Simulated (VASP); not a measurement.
Crystal: Y.

```
CELL_PARAMETERS angstrom
3.64740 0.00000 0.00000
-1.82370 3.15874 0.00000
0.00000 0.00000 5.73060
ATOMIC_POSITIONS crystal
Y 0.66667 0.33333 0.75000
Y 0.33333 0.66667 0.25000
```

Base run:

```yaml
Program: VASP 6.6.1
Functional: SCAN
Potentials_or_basis: VASP PAW PBE potentials, release 64 (Y_sv)
Cutoff: 520 eV
k_mesh: 8 × 8 × 5
Occupations: fermi-dirac, width 0.05 eV
Spin: no spin polarisation
```

Its results: pressure 0.4 GPa.

The run is repeated on the same cell with these changes: functional from SCAN to PW91. What comes out?

Pressure -0.5 GPa.

Caveats: the PAW data sets were made with another functional, which shifts forces and pressure a little.

Not every run made on this cell is shown here.
